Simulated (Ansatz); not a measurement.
**BaTiO₃: projected DOS by orbital**

```yaml
crystal:
  lattice:
    - [3.98410, 0.00000, 0.00000]
    - [0.00000, 2.83705, 2.84580]
    - [0.00000, -2.83705, 2.84580]
  atoms:
    - { symbol: Ba, position: [0.00000, 0.00000, 0.00000] }
    - { symbol: Ti, position: [0.50000, 0.50790, 0.50790] }
    - { symbol: O, position: [0.00000, 0.49210, 0.49210] }
    - { symbol: O, position: [0.50000, 0.50251, 0.99371] }
    - { symbol: O, position: [0.50000, 0.99371, 0.50251] }
```

Atoms are numbered in the order listed.

The cell is COD entry 9016084, as deposited and not checked against the literature; nothing was relaxed.

Spin–orbit coupling is left out, though it moves levels of the heavy atoms by tenths of an eV or more.

These are results of DFT, PBE, all-electron LAPW, scalar-relativistic in Ansatz 0.2.0, not measurements.

Numerical set-up: a Γ-centred 8×8×8 k mesh, Fermi–Dirac smearing of 0.05 eV, basis error target 1 meV/atom, no spin polarisation.

States per eV for one atom of each kind, in 0.4 eV bins named by their centres, from the valence-band top, projected on a minimal set of Löwdin-orthogonalised atomic shells; orbitals are real harmonics on the Cartesian axes, equal curves share a column, and empty bins are left out, as is all above 4.9 eV, near the top of the computed bands.

Ti2 3d:

```
# E all dz2 dxz dyz dx2-y2 dxy
-10.5 0.01 0.00 0.00 0.00 0.00 0.00
-10.1 0.06 0.01 0.02 0.00 0.01 0.02
-9.7 0.07 0.02 0.02 0.00 0.01 0.02
-9.3 0.01 0.00 0.00 0.00 0.00 0.00
-4.1 0.28 0.04 0.00 0.12 0.11 0.00
-3.7 0.77 0.11 0.04 0.32 0.25 0.04
-3.3 0.84 0.14 0.12 0.26 0.21 0.11
-2.9 0.70 0.12 0.09 0.23 0.18 0.09
-2.5 0.97 0.21 0.28 0.07 0.12 0.29
-2.1 0.72 0.20 0.22 0.01 0.07 0.22
-1.7 0.29 0.07 0.09 0.01 0.03 0.09
-1.3 0.11 0.03 0.03 0.01 0.01 0.03
-0.9 0.22 0.04 0.05 0.05 0.05 0.04
-0.5 0.14 0.03 0.03 0.03 0.03 0.02
-0.1 0.01 0.00 0.00 0.00 0.00 0.00
1.9 0.10 0.03 0.02 0.00 0.01 0.04
2.3 1.19 0.31 0.38 0.00 0.10 0.40
2.7 1.48 0.38 0.49 0.00 0.13 0.48
3.1 2.20 0.56 0.73 0.00 0.19 0.71
3.5 4.28 1.08 1.44 0.01 0.37 1.39
3.9 2.34 0.55 0.77 0.02 0.19 0.81
4.3 0.84 0.11 0.05 0.37 0.24 0.07
4.7 1.11 0.13 0.00 0.58 0.39 0.00
```

Ba1 5p:

```
# E all pz px py
-10.5 0.31 0.09 0.12 0.09
-10.1 2.78 0.91 0.96 0.91
-9.7 8.83 3.00 2.85 2.98
-9.3 1.80 0.58 0.64 0.59
-3.7 0.02 0.01 0.00 0.01
-3.3 0.06 0.02 0.02 0.02
-2.9 0.07 0.02 0.02 0.02
-2.5 0.28 0.10 0.08 0.10
-2.1 0.20 0.06 0.08 0.06
-1.7 0.05 0.02 0.02 0.02
-1.3 0.02 0.01 0.01 0.01
-0.9 0.12 0.04 0.04 0.04
-0.5 0.09 0.03 0.03 0.03
-0.1 0.01 0.00 0.00 0.00
```

O3 2p:

```
# E all pz px py
-10.5 0.01 0.01 0.00 0.01
-10.1 0.08 0.04 0.00 0.04
-9.7 0.14 0.07 0.01 0.07
-9.3 0.01 0.00 0.00 0.00
-4.1 0.62 0.01 0.60 0.01
-3.7 0.77 0.09 0.59 0.09
-3.3 0.92 0.22 0.48 0.22
-2.9 1.14 0.24 0.65 0.24
-2.5 1.96 0.65 0.66 0.66
-2.1 1.01 0.44 0.14 0.43
-1.7 0.83 0.29 0.24 0.30
-1.3 0.63 0.24 0.14 0.25
-0.9 2.13 0.93 0.28 0.92
-0.5 1.71 0.77 0.18 0.76
-0.1 0.64 0.32 0.01 0.31
2.3 0.03 0.01 0.01 0.02
2.7 0.08 0.03 0.01 0.04
3.1 0.15 0.07 0.00 0.07
3.5 0.38 0.19 0.00 0.19
3.9 0.24 0.11 0.00 0.12
4.3 0.04 0.01 0.01 0.01
4.7 0.05 0.00 0.04 0.00
```

O4 2p:

```
# E all pz px py
-10.5 0.01 0.00 0.01 0.00
-10.1 0.08 0.02 0.04 0.02
-9.7 0.14 0.04 0.07 0.04
-9.3 0.01 0.00 0.00 0.00
-4.1 0.50 0.24 0.01 0.24
-3.7 0.81 0.36 0.08 0.36
-3.3 0.90 0.35 0.21 0.35
-2.9 1.16 0.47 0.21 0.47
-2.5 1.87 0.62 0.62 0.62
-2.1 1.10 0.32 0.46 0.33
-1.7 0.86 0.27 0.32 0.26
-1.3 0.65 0.20 0.25 0.19
-0.9 2.15 0.61 0.93 0.61
-0.5 1.75 0.47 0.78 0.50
-0.1 0.62 0.15 0.32 0.15
2.3 0.04 0.01 0.02 0.01
2.7 0.08 0.02 0.04 0.02
3.1 0.16 0.04 0.08 0.04
3.5 0.38 0.10 0.19 0.10
3.9 0.21 0.05 0.11 0.05
4.3 0.03 0.01 0.01 0.01
4.7 0.05 0.02 0.00 0.02
```
